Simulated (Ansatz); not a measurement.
The system is Bi2Se3 (Paraguanajuatite).

```
CELL_PARAMETERS angstrom
2.07150 1.19598 9.54533
-2.07150 1.19598 9.54533
0.00000 -2.39196 9.54533
ATOMIC_POSITIONS crystal
Bi 0.59920 0.59920 0.59920
Bi 0.40080 0.40080 0.40080
Se 0.78830 0.78830 0.78830
Se 0.21170 0.21170 0.21170
Se 0.00000 0.00000 0.00000
```

- Program: Ansatz 0.2.0
- Task: relaxation of cell and atoms
- Functional: BLYP
- Dispersion: D3(BJ)
- Potentials or basis: Ansatz PAW
- Cutoff: 420 eV (not typed: the program's choice for these potentials)
- k mesh: 8 × 8 × 8
- Occupations: fermi-dirac, width 0.05 eV
- Spin: no spin polarisation

At the start: volume 28.38 Å³/atom.

Q: How do energy, volume and symmetry change on relaxing?

A: It ends after 5 steps and the volume is 28.23 Å³/atom (-0.5 %); space group R-3m (No. 166, to 0.05 Å).

Step by step:
```csv
step,energy change (eV),largest force (eV/Å),volume (Å³)
1,0.0000,0.3228,141.89
2,-0.0065,0.3084,142.75
3,-0.0239,0.0162,141.77
4,-0.0246,0.0066,141.15
5,-0.0245,0.0066,141.15
```

Final structure:
```cif
data_structure
_symmetry_space_group_name_H-M 'P 1'
_symmetry_Int_Tables_number 1
_cell_length_a 9.6626
_cell_length_b 9.6626
_cell_length_c 9.6626
_cell_angle_alpha 24.944
_cell_angle_beta 24.944
_cell_angle_gamma 24.944
_cell_volume 141.15
loop_
_atom_site_label
_atom_site_type_symbol
_atom_site_fract_x
_atom_site_fract_y
_atom_site_fract_z
_atom_site_occupancy
Bi1 Bi 0.59810 0.59810 0.59810 1
Bi2 Bi 0.40190 0.40190 0.40190 1
Se1 Se 0.79109 0.79109 0.79109 1
Se2 Se 0.20891 0.20891 0.20891 1
Se3 Se 0.00000 0.00000 0.00000 1
```

Caveat: the plane-wave basis is chosen anew once the cell has moved, so the energies of steps on either side of that aren't comparable; the PAW data sets come from PBE, with cores solved anew for the run's functional, which leaves a small shift of forces and pressure.
